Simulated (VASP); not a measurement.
# GaN: input slips in a phonon run and what they do, part 2 of 3

Aim: see how common mistakes in a phonon run show up, on GaN. The starting structure is a measured crystal structure from the Crystallography Open Database.

VASP 6.6.1.

### Step 2. Reference modes (continued)

Level of this step: LDA; plane waves and PAW (Ga_d, N) (VASP).

OUTCAR, selected parts (step 2):

```text
ion  position               nearest neighbor table
   1  0.333  0.667  0.092-   4 1.93   4 1.93   4 1.93   3 1.94
   2  0.667  0.333  0.592-   3 1.93   3 1.93   3 1.93   4 1.94
   3  0.333  0.667  0.468-   2 1.93   2 1.93   2 1.93   1 1.94
   4  0.667  0.333  0.968-   1 1.93   1 1.93   1 1.93   2 1.94

  LATTYP: Found a hexagonal cell.
 ALAT       =     3.1576066445
 C/A-ratio  =     1.6302431724

 Subroutine GETGRP returns: Found 12 space group operations
 (whereof  6 operations were pure point group operations)

The static configuration has the point symmetry C_3v.
 The point group associated with its full space group is C_6v.

 Found     76 irreducible k-points:

   k-points           NKPTS =     76   k-points in BZ     NKDIM =     76   number of bands    NBANDS=     24

   dimension x,y,z NGX =    24 NGY =   24 NGZ =   40
   dimension x,y,z NGXF=    48 NGYF=   48 NGZF=   80

   ENCUT  =  520.0 eV  38.22 Ry    6.18 a.u.   5.87  5.87  9.57*2*pi/ulx,y,z

   NELECT =      36.0000    total number of electrons

 k-points in reciprocal lattice and weights: Automatic mesh
   0.00000000  0.00000000  0.00000000       0.001
   0.08333333  0.00000000  0.00000000       0.007
   0.16666667  0.00000000  0.00000000       0.007
   0.25000000 -0.00000000  0.00000000       0.007
   0.33333333 -0.00000000  0.00000000       0.007
   0.41666667  0.00000000  0.00000000       0.007
   0.50000000 -0.00000000  0.00000000       0.003
   0.08333333  0.08333333  0.00000000       0.007
   0.16666667  0.08333333  0.00000000       0.014
[...]
0.33333333  0.25000000  0.50000000       0.014
   0.33333333  0.33333333  0.50000000       0.002

 average (electrostatic) potential at core
       1 -64.4167       2 -64.4167       3 -61.6771       4 -61.6771

  Total       -0.0019650     -0.0019650      0.0001330     -0.0000000      0.0000000      0.0000000
  in kB       -0.0708293     -0.0708293      0.0047941     -0.0000000      0.0000000      0.0000000
  external PRESSURE =      -0.0456215 kB  Pullay stress =       0.0000000 kB

  energy-cutoff  :      520.00
  volume of cell :       44.45
      direct lattice vectors                 reciprocal lattice vectors
     3.157606644  0.000000000  0.000000000     0.316695559  0.182844266  0.000000000
    -1.578803322  2.734567569  0.000000000     0.000000000  0.365688532  0.000000000
     0.000000000  0.000000000  5.147666673     0.000000000  0.000000000  0.194262773

 POSITION                                       TOTAL-FORCE (eV/Angst)
 -----------------------------------------------------------------------------------
     -0.00000      1.82305      0.47250         0.000000     -0.000000      0.000599
      1.57880      0.91152      3.04633        -0.000000      0.000000      0.000599
     -0.00000      1.82305      2.41020        -0.000000      0.000000     -0.000599
      1.57880      0.91152      4.98403         0.000000      0.000000     -0.000599
 -----------------------------------------------------------------------------------
    total drift:                               -0.000000     -0.000000     -0.001009

 MACROSCOPIC STATIC DIELECTRIC TENSOR (including local field effects in DFT)
 ------------------------------------------------------
           5.585376     0.000000     0.000000
           0.000000     5.585376    -0.000000
           0.000000     0.000000     5.750375
 ------------------------------------------------------

 PIEZOELECTRIC TENSOR (including local field effects)  for field in x, y, z        (C/m^2)
          XX          YY          ZZ          XY          YZ          ZX
  --------------------------------------------------------------------------------
  x    -0.00000    -0.00000     0.00000     0.00000     0.00000     0.55473
  y     0.00000     0.00000     0.00000     0.00000     0.55473     0.00000
  z     0.49978     0.49978    -1.01616     0.00000     0.00000     0.00000

 BORN EFFECTIVE CHARGES (including local field effects) (in |e|, cummulative output)
 ---------------------------------------------------------------------------------
 ion    1
    1     2.58050     0.00000    -0.00000
    2     0.00000     2.58050     0.00000
    3    -0.00000    -0.00000     2.71643
 ion    2
    1     2.58050     0.00000     0.00000
    2     0.00000     2.58050     0.00000
    3     0.00000    -0.00000     2.71643
 ion    3
    1    -2.58050    -0.00000     0.00000
    2    -0.00000    -2.58050     0.00000
    3     0.00000     0.00000    -2.71643
 ion    4
    1    -2.58050    -0.00000     0.00000
    2    -0.00000    -2.58050     0.00000
    3     0.00000     0.00000    -2.71643

 Eigenvectors and eigenvalues of the dynamical matrix
 ----------------------------------------------------

   1 f  =   20.918449 THz   131.434490 2PiTHz  697.764343 cm-1    86.511714 meV
             X         Y         Z           dx          dy          dz
     -0.000000  1.823045  0.472496    -0.000000    0.000000    0.036958
      1.578803  0.911523  3.046329    -0.000000    0.000000   -0.036958
     -0.000000  1.823045  2.410198    -0.000000    0.000000   -0.706140
      1.578803  0.911523  4.984031     0.000000   -0.000000    0.706140

   2 f  =   17.095943 THz   107.416977 2PiTHz  570.259274 cm-1    70.703107 meV
             X         Y         Z           dx          dy          dz
     -0.000000  1.823045  0.472496     0.165475    0.180897    0.000000
      1.578803  0.911523  3.046329    -0.165475   -0.180897    0.000000
     -0.000000  1.823045  2.410198     0.447660    0.489382   -0.000000
      1.578803  0.911523  4.984031    -0.447660   -0.489382   -0.000000

   3 f  =   17.095943 THz   107.416977 2PiTHz  570.259274 cm-1    70.703107 meV
             X         Y         Z           dx          dy          dz
     -0.000000  1.823045  0.472496     0.180897   -0.165475    0.000000
      1.578803  0.911523  3.046329    -0.180897    0.165475   -0.000000
     -0.000000  1.823045  2.410198     0.489382   -0.447660    0.000000
      1.578803  0.911523  4.984031    -0.489382    0.447660    0.000000

   4 f  =   16.829838 THz   105.744993 2PiTHz  561.382978 cm-1    69.602587 meV
             X         Y         Z           dx          dy          dz
     -0.000000  1.823045  0.472496     0.195234    0.213427    0.000000
      1.578803  0.911523  3.046329     0.195234    0.213427    0.000000
     -0.000000  1.823045  2.410198    -0.435510   -0.476092   -0.000000
      1.578803  0.911523  4.984031    -0.435510   -0.476092   -0.000000

   5 f  =   16.829838 THz   105.744993 2PiTHz  561.382978 cm-1    69.602587 meV
             X         Y         Z           dx          dy          dz
     -0.000000  1.823045  0.472496     0.213427   -0.195234   -0.000000
      1.578803  0.911523  3.046329     0.213427   -0.195234   -0.000000
     -0.000000  1.823045  2.410198    -0.476092    0.435510    0.000000
      1.578803  0.911523  4.984031    -0.476092    0.435510    0.000000

   6 f  =   16.158360 THz   101.525973 2PiTHz  538.984889 cm-1    66.825579 meV
             X         Y         Z           dx          dy          dz
     -0.000000  1.823045  0.472496     0.000000   -0.000000    0.289090
      1.578803  0.911523  3.046329     0.000000   -0.000000    0.289090
     -0.000000  1.823045  2.410198    -0.000000    0.000000   -0.645312
      1.578803  0.911523  4.984031    -0.000000    0.000000   -0.645312

   7 f  =   10.108751 THz    63.515157 2PiTHz  337.191646 cm-1    41.806417 meV
             X         Y         Z           dx          dy          dz
     -0.000000  1.823045  0.472496    -0.000000    0.000000    0.706140
      1.578803  0.911523  3.046329    -0.000000    0.000000   -0.706140
     -0.000000  1.823045  2.410198    -0.000000    0.000000    0.036958
      1.578803  0.911523  4.984031     0.000000   -0.000000   -0.036958

   8 f  =    4.198409 THz    26.379384 2PiTHz  140.043864 cm-1    17.363218 meV
             X         Y         Z           dx          dy          dz
     -0.000000  1.823045  0.472496     0.447674    0.489369    0.000000
      1.578803  0.911523  3.046329    -0.447674   -0.489369    0.000000
     -0.000000  1.823045  2.410198    -0.165480   -0.180892    0.000000
      1.578803  0.911523  4.984031     0.165480    0.180892    0.000000

   9 f  =    4.198409 THz    26.379384 2PiTHz  140.043864 cm-1    17.363218 meV
             X         Y         Z           dx          dy          dz
     -0.000000  1.823045  0.472496     0.489369   -0.447674   -0.000000
      1.578803  0.911523  3.046329    -0.489369    0.447674   -0.000000
     -0.000000  1.823045  2.410198    -0.180892    0.165480   -0.000000
      1.578803  0.911523  4.984031     0.180892   -0.165480   -0.000000

  10 f/i=    0.001774 THz     0.011145 2PiTHz    0.059167 cm-1     0.007336 meV
             X         Y         Z           dx          dy          dz
     -0.000000  1.823045  0.472496    -0.000000   -0.000000   -0.645312
      1.578803  0.911523  3.046329    -0.000000   -0.000000   -0.645312
     -0.000000  1.823045  2.410198    -0.000000   -0.000000   -0.289090
      1.578803  0.911523  4.984031    -0.000000   -0.000000   -0.289090

  11 f/i=    0.002418 THz     0.015193 2PiTHz    0.080658 cm-1     0.010000 meV
             X         Y         Z           dx          dy          dz
     -0.000000  1.823045  0.472496    -0.321539   -0.559415    0.000000
      1.578803  0.911523  3.046329    -0.321539   -0.559415    0.000000
     -0.000000  1.823045  2.410198    -0.144143   -0.250780    0.000000
      1.578803  0.911523  4.984031    -0.144143   -0.250780    0.000000

  12 f/i=    0.002418 THz     0.015193 2PiTHz    0.080658 cm-1     0.010000 meV
             X         Y         Z           dx          dy          dz
     -0.000000  1.823045  0.472496    -0.559415    0.321539   -0.000000
      1.578803  0.911523  3.046329    -0.559415    0.321539   -0.000000
     -0.000000  1.823045  2.410198    -0.250780    0.144143   -0.000000
      1.578803  0.911523  4.984031    -0.250780    0.144143   -0.000000

 MACROSCOPIC STATIC DIELECTRIC TENSOR IONIC CONTRIBUTION
 ------------------------------------------------------
           4.011366     0.000000    -0.000000
           0.000000     4.011366     0.000000
          -0.000000     0.000000     4.824389
 ------------------------------------------------------

 ELASTIC MODULI CONTR FROM IONIC RELAXATION (kBar)
 Direction    XX          YY          ZZ          XY          YZ          ZX
 --------------------------------------------------------------------------------
 XX        -671.9562    297.8189    353.1762     -0.0000     -0.0000      0.0000
 YY         297.8189   -671.9562    353.1762     -0.0000      0.0000     -0.0000
 ZZ         353.1762    353.1762   -666.7789      0.0000      0.0000     -0.0000
 XY          -0.0000     -0.0000      0.0000   -484.8876      0.0000      0.0000
 YZ          -0.0000      0.0000      0.0000      0.0000   -161.4113     -0.0000
 ZX           0.0000     -0.0000     -0.0000      0.0000     -0.0000   -175.0682
 --------------------------------------------------------------------------------

 PIEZOELECTRIC TENSOR IONIC CONTR  for field in x, y, z        (C/m^2)
          XX          YY          ZZ          XY          YZ          ZX
  --------------------------------------------------------------------------------
  x     0.00000    -0.00000    -0.00000     0.00000    -0.00000    -0.78854
  y    -0.00000     0.00000     0.00000     0.00000    -0.75716    -0.00000
  z    -0.89391    -0.89391     1.68766    -0.00000    -0.00000     0.00000
```

Energies printed during the response cycles are not total energies of the cell.

Reference: the zone-centre modes are B1 (2) 697.8, E2 (2) 570.3, E1 561.4, A1 539.0, B1 (1) 337.2, E2 (1) 140.0 cm⁻¹.

### Step 3. Modes with finite displacements, else as the reference

Against step 2 the input has IBRION = 6, NFREE = 2, POTIM = 0.015, no LEPSILON and no LPEAD (also changed: NSW).

File INCAR:

```
SYSTEM = GaN
PREC = Accurate
ENCUT = 520
EDIFF = 1E-08
NELM = 100
ISMEAR = 0
SIGMA = 0.03
LREAL = .FALSE.
ALGO = Normal
GGA = CA
NBANDS = 24
LORBIT = 11
LWAVE = .FALSE.
LCHARG = .FALSE.
KPAR = 8
IBRION = 6
NFREE = 2
POTIM = 0.015
NSW = 1
ISIF = 2
```

File POSCAR:

```
GaN
1.0
    3.1576066445      0.0000000000      0.0000000000
   -1.5788033222      2.7345675693      0.0000000000
    0.0000000000      0.0000000000      5.1476666732
Ga N
2 2
Direct
    0.3333333333      0.6666666667      0.0917883034
    0.6666666667      0.3333333333      0.5917883034
    0.3333333333      0.6666666667      0.4682116966
    0.6666666667      0.3333333333      0.9682116966
```

File KPOINTS:

```
Automatic mesh
0
Gamma
12 12 6
0 0 0
```

Potentials, in the order of the species: Ga_d and N (LDA family, release 64).

Started as:

```bash
mpirun -np 8 vasp_std
```

The program printed:

```text
[banner, memory and clock lines left out]
running    8 mpi-ranks, on    1 nodes
[...]
[... a notice as in an earlier step ...]

 LDA part: xc-table for (Slater(with rela. corr.)+CA(PZ))
 , standard interpolation
 POSCAR, INCAR and KPOINTS ok, starting setup
[...]
entering main loop
       N       E                     dE             d eps       ncg     rms          rms(c)
[... 21 cycles as in an earlier step ...]
   1 F= -.27910824E+02 E0= -.27910824E+02  d E =-.279100E-17
[... from here on, the cycles between the ionic steps are left out ...]
   2 F= -.27909252E+02 E0= -.27909252E+02  d E =-.102548E-14
   3 F= -.27909252E+02 E0= -.27909252E+02  d E =-.718662E-17
   4 F= -.27908445E+02 E0= -.27908445E+02  d E =-.133579E-15
   5 F= -.27908513E+02 E0= -.27908513E+02  d E =-.426471E-17
   6 F= -.27909229E+02 E0= -.27909229E+02  d E =-.240946E-18
   7 F= -.27909229E+02 E0= -.27909229E+02  d E =-.238956E-18
   8 F= -.27908743E+02 E0= -.27908743E+02  d E =-.140844E-17
   9 F= -.27908692E+02 E0= -.27908692E+02  d E =-.189231E-15
 Finite differences progress:
  Degree of freedom:   4/  4
  Displacement:        2/  2
  Total:               8/  8
```

Run time: 5.5 min. Hardware: 8 MPI ranks of AMD EPYC 7R43, shared host; peak memory 5.3 GiB.

OUTCAR, selected parts (step 3):

```text
  Total       -0.0854977     -0.0854977      0.1720367     -0.0000000      0.0000000     -0.0000000
  in kB       -3.0818228     -3.0818228      6.2011844     -0.0000000      0.0000000     -0.0000000
  external PRESSURE =       0.0125129 kB  Pullay stress =       0.0000000 kB

 POSITION                                       TOTAL-FORCE (eV/Angst)
 -----------------------------------------------------------------------------------
     -0.00000      1.82305      0.47250        -0.000000     -0.000000     -0.116041
      1.57880      0.91152      3.04633        -0.000000     -0.000000     -0.077405
     -0.00000      1.82305      2.39520         0.000000     -0.000000      0.287978
      1.57880      0.91152      4.98403         0.000000      0.000000     -0.094532
 -----------------------------------------------------------------------------------
    total drift:                               -0.000000     -0.000000     -0.000919

  FREE ENERGIE OF THE ION-ELECTRON SYSTEM (eV)
  ---------------------------------------------------
  free  energy   TOTEN  =       -27.9086915863 eV

  energy  without entropy=      -27.9086915863  energy(sigma->0) =      -27.90869159

[... 2 parts as in an earlier step ...]

[... 1 further part left out ...]
[key lines of the parts left out:]
E-fermi :   5.5394
```

The last energy, forces and stress in OUTCAR belong to the last displaced cell, not to that of POSCAR.

With finite displacements, else as the reference the modes are at the top B1 (2) 697.3, E2 (2) 570.1 cm⁻¹, at the bottom B1 (1) 336.2, E2 (1) 139.6 cm⁻¹, with 2 more of the listed ones between; the largest shift is -1.0 cm⁻¹, in B1 (1), from the reference.

### Step 4. Modes with a loose electronic threshold

A slip made on purpose: a loose electronic threshold. Against step 2 the input has EDIFF = 1E-04, IBRION = 6, NFREE = 2, POTIM = 0.015, no LEPSILON and no LPEAD (also changed: NELM and NSW).

INCAR: that of step 3 with these lines changed.

```diff
@@ -3,4 +3,4 @@
 ENCUT = 520
-EDIFF = 1E-08
-NELM = 100
+EDIFF = 1E-04
+NELM = 60
 ISMEAR = 0
```

POSCAR is that of step 3.

KPOINTS is that of step 3.

Started as:

```bash
mpirun -np 8 vasp_std
```

The program printed:

```text
[... set-up lines as in an earlier step ...]
 entering main loop
       N       E                     dE             d eps       ncg     rms          rms(c)
[... 10 cycles as in an earlier step ...]
DAV:  11    -0.279108232072E+02    0.26970E-03   -0.14137E-03  4968   0.689E-01    0.450E-02
DAV:  12    -0.279108400510E+02   -0.16844E-04   -0.16546E-04  3176   0.851E-02
   1 F= -.27910840E+02 E0= -.27910840E+02  d E =-.573962E-17
[... from here on, the cycles between the ionic steps are left out ...]
   2 F= -.27909253E+02 E0= -.27909253E+02  d E =-.260541E-17
   3 F= -.27909254E+02 E0= -.27909254E+02  d E =-.266057E-17
   4 F= -.27908557E+02 E0= -.27908557E+02  d E =-.281305E-16
   5 F= -.27908501E+02 E0= -.27908501E+02  d E =-.410944E-17
   6 F= -.27909217E+02 E0= -.27909217E+02  d E =-.218717E-18
   7 F= -.27909234E+02 E0= -.27909234E+02  d E =-.258481E-18
   8 F= -.27908727E+02 E0= -.27908727E+02  d E =-.139970E-17
   9 F= -.27908694E+02 E0= -.27908694E+02  d E =-.485234E-16
 Finite differences progress:
  Degree of freedom:   4/  4
  Displacement:        2/  2
  Total:               8/  8
```

The job ended after 2.4 min (8 MPI ranks; peak memory 5.3 GiB; 19 min of CPU time).

OUTCAR, selected parts (step 4):

```text
  Total       -0.1343313     -0.1343313      0.0952844     -0.0000000      0.0000000     -0.0000000
  in kB       -4.8420657     -4.8420657      3.4345938     -0.0000000      0.0000000     -0.0000000
  external PRESSURE =      -2.0831792 kB  Pullay stress =       0.0000000 kB

 POSITION                                       TOTAL-FORCE (eV/Angst)
 -----------------------------------------------------------------------------------
     -0.00000      1.82305      0.47250         0.000000     -0.000000     -0.116895
      1.57880      0.91152      3.04633         0.000000      0.000000     -0.077651
     -0.00000      1.82305      2.39520        -0.000000      0.000000      0.292280
      1.57880      0.91152      4.98403        -0.000000      0.000000     -0.097734
 -----------------------------------------------------------------------------------
    total drift:                               -0.000268      0.000007      0.002462

  FREE ENERGIE OF THE ION-ELECTRON SYSTEM (eV)
  ---------------------------------------------------
  free  energy   TOTEN  =       -27.9086937374 eV

  energy  without entropy=      -27.9086937374  energy(sigma->0) =      -27.90869374

[... 2 parts as in an earlier step ...]

[... 1 further part left out ...]
[key lines of the parts left out:]
E-fermi :   5.5437
```

With a loose electronic threshold the modes are at the top B1 (2) 703.2, E2 (2) 565.4 cm⁻¹, at the bottom B1 (1) 339.4, E2 (1) 149.1 cm⁻¹, with 2 more of the listed ones between; the largest shift is +9.5 cm⁻¹, in E2 (1), from finite displacements, else as the reference.

(Continued in part 3 of 3.)

[Lines on the potential files, build, host, timing and source positions are cut from VASP's logs without a mark.]

[Logs are printed without paths, hosts, clocks, repeated set-up lines and the standing remarks that a program may print on its own settings, such as how far it seeks lower states.]

[Hosts, paths, dates, database ids (printed as entryN), source tags and the programs' standing remarks are cut or masked in the printed files.]
